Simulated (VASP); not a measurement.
# C (Fd-3m) in VASP: notebook

The runs below take C through band structure, Born charges and dielectric tensor, with LDA.

Program: VASP 6.6.1. These are calculated values, not measurements. Logs are shortened: lines on timing, memory, paths and dates and some standing lists are left out, and cuts for length are marked.

**1. The structure**

It takes space group Fd-3m (No. 227, cubic). The conventional cell has a = 3.536 Å, b = 3.536 Å, c = 3.536 Å, α = 90.00°, β = 90.00°, γ = 90.00°. C (site symmetry -43m) is surrounded by 4 C at 1.53 Å.

This isn't the form of C at room conditions, which is graphite.

**2. Band structure, LDA**

INCAR

```
PREC     = Accurate       # precision mode
ENCUT    = 520            # plane-wave cutoff, eV
EDIFF    = 1E-7           # SCF threshold, eV
ISMEAR   = 0              # smearing method
SIGMA    = 0.02           # smearing width, eV
LREAL    = F              # projectors in reciprocal space
LASPH    = T              # aspherical terms in the spheres
NELM     = 100            # most SCF steps
ALGO     = Normal         # electronic algorithm
ISIF     = 2              # what is computed and relaxed
LWAVE    = F              # write WAVECAR
LCHARG   = F              # write CHGCAR
```

KPOINTS

```
regular mesh
0
Gamma
  14 14 14
```

POSCAR

```
C                                       
1.0
    0.0000000000      1.7679043440      1.7679043440
    1.7679043440     -0.0000000000      1.7679043440
    1.7679043440      1.7679043440     -0.0000000000
  C             
     2
Direct
     0.0000000000000000    0.0000000000000000    0.0000000000000000
     0.2500000000000000    0.2500000000000000    0.2500000000000000
```

KPOINTS_OPT

```
path GXWKGLUWLK,UX
15
line-mode
reciprocal
 0.0000000000  0.0000000000  0.0000000000  G
 0.5000000000  0.0000000000  0.5000000000  X

 0.5000000000  0.0000000000  0.5000000000  X
 0.5000000000  0.2500000000  0.7500000000  W

 0.5000000000  0.2500000000  0.7500000000  W
 0.3750000000  0.3750000000  0.7500000000  K

 0.3750000000  0.3750000000  0.7500000000  K
 0.0000000000  0.0000000000  0.0000000000  G

 0.0000000000  0.0000000000  0.0000000000  G
 0.5000000000  0.5000000000  0.5000000000  L

 0.5000000000  0.5000000000  0.5000000000  L
 0.6250000000  0.2500000000  0.6250000000  U

 0.6250000000  0.2500000000  0.6250000000  U
 0.5000000000  0.2500000000  0.7500000000  W

 0.5000000000  0.2500000000  0.7500000000  W
 0.5000000000  0.5000000000  0.5000000000  L

 0.5000000000  0.5000000000  0.5000000000  L
 0.3750000000  0.3750000000  0.7500000000  K

 0.6250000000  0.2500000000  0.6250000000  U
 0.5000000000  0.0000000000  0.5000000000  X
```

Potentials or basis: VASP PAW LDA potentials, release 64 (C).

On the command line:

```console
> cat potpaw_LDA.64/C/POTCAR > POTCAR
> mpirun -np 1 vasp_std > vasp.out
```

OUTCAR:

```text
PREC = Accurate
   ENCUT = 520
   EDIFF = 1E-7
   ISMEAR = 0
   LREAL = F
   LASPH = T
   NELM = 100
   ISIF = 2

 ion  position               nearest neighbor table
   1  0.000  0.000  0.000-   2 1.53   2 1.53   2 1.53   2 1.53
   2  0.250  0.250  0.250-   1 1.53   1 1.53   1 1.53   1 1.53

  LATTYP: Found a face centered cubic cell.
 ALAT       =     3.5358086880

  Lattice vectors:

 A1 = (   0.0000000000,   1.7679043440,   1.7679043440)
 A2 = (   1.7679043440,   0.0000000000,   1.7679043440)
 A3 = (   1.7679043440,   1.7679043440,   0.0000000000)

Analysis of symmetry for initial positions (statically):
=====================================================================
 Subroutine PRICEL returns:
 Original cell was already a primitive cell.

 Routine SETGRP: Setting up the symmetry group for a
 face centered cubic supercell.

 Subroutine GETGRP returns: Found 48 space group operations
 (whereof 24 operations were pure point group operations)
 out of a pool of 48 trial point group operations.

The static configuration has the point symmetry T_d .
 The point group associated with its full space group is O_h .

Analysis of symmetry for dynamics (positions and initial velocities):
=====================================================================
 Subroutine PRICEL returns:
 Original cell was already a primitive cell.

 Routine SETGRP: Setting up the symmetry group for a
 face centered cubic supercell.

 Subroutine GETGRP returns: Found 48 space group operations
 (whereof 24 operations were pure point group operations)
 out of a pool of 48 trial point group operations.

The dynamic configuration has the point symmetry T_d .
 The point group associated with its full space group is O_h .

 Subroutine INISYM returns: Found 48 space group operations
 (whereof 24 operations are pure point group operations),
 and found     1 'primitive' translations

----------------------------------------------------------------------------------------

                                     Primitive cell

  volume of cell :      11.0511

  direct lattice vectors                    reciprocal lattice vectors
     0.000000000  1.767904344  1.767904344    -0.282820732  0.282820732  0.282820732
     1.767904344  0.000000000  1.767904344     0.282820732 -0.282820732  0.282820732
     1.767904344  1.767904344  0.000000000     0.282820732  0.282820732 -0.282820732

  length of vectors
     2.500194300  2.500194300  2.500194300     0.489859877  0.489859877  0.489859877

  position of ions in fractional coordinates (direct lattice)
     0.000000000  0.000000000  0.000000000
     0.250000000  0.250000000  0.250000000

  ion indices of the primitive-cell ions
   primitive index   ion index
                 1           1
                 2           2

----------------------------------------------------------------------------------------

 KPOINTS: regular mesh

Automatic generation of k-mesh.
 Grid dimensions read from file:
 generate k-points for:   14   14   14

 Generating k-lattice:

  Cartesian coordinates                     Fractional coordinates (reciprocal lattice)
    -0.020201481  0.020201481  0.020201481     0.071428571  0.000000000  0.000000000
     0.020201481 -0.020201481  0.020201481     0.000000000  0.071428571  0.000000000
     0.020201481  0.020201481 -0.020201481     0.000000000  0.000000000  0.071428571

  Length of vectors
     0.034989991  0.034989991  0.034989991

  Shift w.r.t. Gamma in fractional coordinates (k-lattice)
     0.000000000  0.000000000  0.000000000

 Subroutine IBZKPT returns following result:
 ===========================================

 Found    104 irreducible k-points:

 Following reciprocal coordinates:
            Coordinates               Weight
  0.000000  0.000000  0.000000      1.000000
  0.071429  0.000000  0.000000      8.000000
  0.142857  0.000000  0.000000      8.000000
  0.214286  0.000000  0.000000      8.000000
  0.285714  0.000000  0.000000      8.000000
  0.357143  0.000000  0.000000      8.000000
[... 16 lines left out ...]
  0.214286  0.142857  0.000000     24.000000
  0.285714  0.142857  0.000000     24.000000
 [... further k-points ...]
   k-points           NKPTS =    104   k-points in BZ     NKDIM =    104   number of bands    NBANDS=      8
   number of dos      NEDOS =    301   number of ions     NIONS =      2
   total plane-waves  NPLWV =   8000
   dimension x,y,z NGX =    20 NGY =   20 NGZ =   20
   dimension x,y,z NGXF=    40 NGYF=   40 NGZF=   40
   ions per type =               2
   NGX,Y,Z   is equivalent  to a cutoff of  13.30, 13.30, 13.30 a.u.
   NGXF,Y,Z  is equivalent  to a cutoff of  26.60, 26.60, 26.60 a.u.
 SYSTEM =  unknown system
   PREC   = accura    normal or accurate (medium, high low for compatibility)
   ISTART =      0    job   : 0-new  1-cont  2-samecut
   ICHARG =      2    charge: 1-file 2-atom 10-const
   ISPIN  =      1    spin polarized calculation?
   LNONCOLLINEAR =      F non collinear calculations
   LSORBIT =      F    spin-orbit coupling
   LASPH  =      T    aspherical Exc in radial PAW
   ENCUT  =  520.0 eV  38.22 Ry    6.18 a.u.   4.65  4.65  4.65*2*pi/ulx,y,z
   NELM   =    100;   NELMIN=  2; NELMDL= -5     # of ELM steps
   EDIFF  = 0.1E-06   stopping-criterion for ELM
   LREAL  =      F    real-space projection
   EDIFFG = 0.1E-05   stopping-criterion for IOM
   NSW    =      0    number of steps for IOM
   IBRION =     -1    ionic relax: 0-MD 1-quasi-New 2-CG
   NFREE  =      0    steps in history (QN), initial steepest desc. (CG)
   ISIF   =      2    stress and relaxation
   ISYM   =      2    0-nonsym 1-usesym 2-fastsym
   POTIM  = 0.5000    time-step for ionic-motion
   TEBEG  =    0.0;   TEEND  =   0.0 temperature during run
   PSTRESS=    0.0 pullay stress
   NELECT =       8.0000    total number of electrons
   NUPDOWN=      -1.0000    fix difference up-down
   EMIN   =  10.00;   EMAX   =-10.00  energy-range for DOS
   EFERMI =   0.00;   METHOD = LEGACY
   ISMEAR =     0;   SIGMA  =   0.02  broadening in eV -4-tet -1-fermi 0-gaus
   EFERMI_NEDOS =   21; number of points for ismear=-14 and -15
   IALGO  =     38    algorithm
   IMIX   =      4    mixing-type and parameters
     AMIX     =   0.40;   BMIX     =  1.00
     AMIX_MAG =   1.60;   BMIX_MAG =  1.00
  volume/ion in A,a.u.               =       5.53        37.29
  Fermi-wavevector in a.u.,A,eV,Ry     =   1.469951  2.777804 29.398852  2.160755
  Thomas-Fermi vector in A             =   2.585266
   LORBIT       =      0    0 simple, 1 ext, 2 COOP (PROOUT), +10 PAW based schemes
   GGA     = CA    functional components
   LHFCALC =     F    Hartree Fock is set to
   AEXX    =    0.0000 exact exchange contribution
   IVDW    =     0    specifies the selected vdW correction
   LEPSILON=     F    determine dielectric tensor
   LRPA    =     F    only Hartree local field effects (RPA)
 non-spin polarized calculation
 Gauss-broadening in eV      SIGMA  =   0.02
  energy-cutoff  :      520.00
  volume of cell :       11.05
 maximum number of plane-waves:       307
   NGX =  9   NGY =  9   NGZ =  9

 number of electron       7.9999998 magnetization

 Free energy of the ion-electron system (eV)
  ---------------------------------------------------
  ext. energy  EPLUGINS =         0.00000000
  ---------------------------------------------------
  free energy    TOTEN  =       -20.24549109 eV

  energy without entropy =      -20.24549109  energy(sigma->0) =      -20.24549109

 E-fermi :  10.2087     XC(G=0): -13.6264

 val. band max:       10.1098447673   @ k =   0.0000   0.0000   0.0000
 cond. band min:      14.2714905884   @ k =   0.3571   0.3571   0.0000
 fundamental gap:      4.1616458211
 Fermi energy:        10.2086899501

 k-point     1 :       0.0000    0.0000    0.0000
  band No.  band energies     occupation
      1     -11.5602      2.00000
      2      10.1098      2.00000
      3      10.1098      2.00000
      4      10.1098      2.00000
      5      15.7260      0.00000
      6      15.7260      0.00000
      7      15.7260      0.00000
      8      24.2681      0.00000

 k-point     2 :       0.0714    0.0000    0.0000
  band No.  band energies     occupation
      1     -11.4164      2.00000
      2       9.1672      2.00000
      3       9.8602      2.00000
      4       9.8602      2.00000
      5      16.0521      0.00000
      6      16.0521      0.00000
      7      16.3080      0.00000
      8      24.3504      0.00000

 k-point     3 :       0.1429    0.0000    0.0000
  band No.  band energies     occupation
      1     -10.9863      2.00000
      2       7.1046      2.00000
      3       9.2807      2.00000
      4       9.2807      2.00000
      5      16.8131      0.00000
      6      16.8131      0.00000
      7      17.3412      0.00000
      8      24.5864      0.00000

 k-point     4 :       0.2143    0.0000    0.0000
  band No.  band energies     occupation
      1     -10.2739      2.00000
      2       4.6885      2.00000
      3       8.6287      2.00000
      4       8.6287      2.00000
      5      17.6265      0.00000
      6      17.6266      0.00000
      7      18.2116      0.00000
      8      24.9346      0.00000

 k-point     5 :       0.2857    0.0000    0.0000
  band No.  band energies     occupation
      1      -9.2870      2.00000
      2       2.2249      2.00000
      3       8.0511      2.00000
      4       8.0511      2.00000
      5      18.2164      0.00000
      6      18.2164      0.00000
      7      18.8174      0.00000
      8      25.3046      0.00000
[... 177 lines left out ...]
 k-point    22 :       0.1429    0.1429    0.0000
  band No.  band energies     occupation
      1     -10.7955      2.00000
      2       7.9630      2.00000
      3       7.9630      2.00000
      4       8.4697      2.00000
      5      15.2198      0.00000
      6      18.5132      0.00000
      7      18.5132      0.00000
      8      23.7519      0.00000

 k-point    23 :       0.2143    0.1429    0.0000
  band No.  band energies     occupation
      1     -10.2731      2.00000
      2       6.2679      2.00000
      3       7.2616      2.00000
      4       8.0944      2.00000
      5      15.3948      0.00000
      6      19.5222      0.00000
      7      19.5279      0.00000
      8      23.0812      0.00000

 k-point    24 :       0.2857    0.1429    0.0000
  band No.  band energies     occupation
      1      -9.4721      2.00000
      2       4.0406      2.00000
      3       6.7088      2.00000
      4       7.5142      2.00000
      5      16.0787      0.00000
      6      20.2892      0.00000
      7      20.2909      0.00000
      8      22.6983      0.00000

 [... further k-points ...]

------------------------ aborting loop because EDIFF is reached ----------------------------------------

  FORCE on cell =-STRESS in cart. coord.  units (eV):
  Direction    XX          YY          ZZ          XY          YZ          ZX
  --------------------------------------------------------------------------------------
  -------------------------------------------------------------------------------------
  Total        0.0000161      0.0000161      0.0000161      0.0000000      0.0000000      0.0000000
  in kB        0.0023269      0.0023269      0.0023269      0.0000000      0.0000000      0.0000000
  external PRESSURE =       0.0023269 kB  Pullay stress =       0.0000000 kB

 VOLUME and BASIS-vectors are now :
 -----------------------------------------------------------------------------
  energy-cutoff  :      520.00
  volume of cell :       11.05
      direct lattice vectors                 reciprocal lattice vectors
     0.000000000  1.767904344  1.767904344    -0.282820732  0.282820732  0.282820732
     1.767904344  0.000000000  1.767904344     0.282820732 -0.282820732  0.282820732
     1.767904344  1.767904344  0.000000000     0.282820732  0.282820732 -0.282820732

 POSITION                                       TOTAL-FORCE (eV/Angst)
 -----------------------------------------------------------------------------------
      0.00000      0.00000      0.00000         0.000000      0.000000      0.000000
      0.88395      0.88395      0.88395        -0.000000     -0.000000     -0.000000
 -----------------------------------------------------------------------------------
    total drift:                                0.000000      0.000000      0.000000

  FREE ENERGIE OF THE ION-ELECTRON SYSTEM (eV)
  ---------------------------------------------------
  free  energy   TOTEN  =       -20.2454910941 eV

  energy  without entropy=      -20.2454910941  energy(sigma->0) =      -20.24549109
```

It took 11 s on 1 thread of AMD EPYC 7R13 (Zen 3), shared host; peak memory 0.08 GiB.

What came out:

```yaml
Free_energy: -20.2455 eV
Pressure: 0.0 GPa
Band_gap_on_the_k_mesh: 4.16 eV, indirect (least direct gap 5.62 eV)
Band_gap_along_the_path: 4.16 eV, indirect (least direct gap 5.62 eV)
```

Levels at the corners of the path, in eV from the valence-band top:
```csv
point,band 2,band 3,band 4,band 5,band 6,band 7
Γ,0.00,0.00,0.00,5.62,5.62,5.62
X,-12.79,-6.45,-6.45,4.76,4.76,17.03
X,-12.79,-6.45,-6.45,4.76,4.76,17.03
W,-11.92,-8.59,-8.59,10.56,10.56,12.68
W,-11.92,-8.59,-8.59,10.56,10.56,12.68
K,-11.76,-9.61,-5.49,5.69,10.85,14.54
K,-11.76,-9.61,-5.49,5.69,10.85,14.54
Γ,0.00,0.00,0.00,5.62,5.62,5.62
Γ,0.00,0.00,0.00,5.62,5.62,5.62
L,-13.65,-2.86,-2.86,8.49,8.49,9.37
L,-13.65,-2.86,-2.86,8.49,8.49,9.37
U,-11.76,-9.61,-5.49,5.69,10.85,14.54
U,-11.76,-9.61,-5.49,5.69,10.85,14.54
W,-11.92,-8.59,-8.59,10.56,10.56,12.68
W,-11.92,-8.59,-8.59,10.56,10.56,12.68
L,-13.65,-2.86,-2.86,8.49,8.49,9.37
L,-13.65,-2.86,-2.86,8.49,8.49,9.37
K,-11.76,-9.61,-5.49,5.69,10.85,14.54
U,-11.76,-9.61,-5.49,5.69,10.85,14.54
X,-12.79,-6.45,-6.45,4.76,4.76,17.03
```

[end of part 1 of 2]
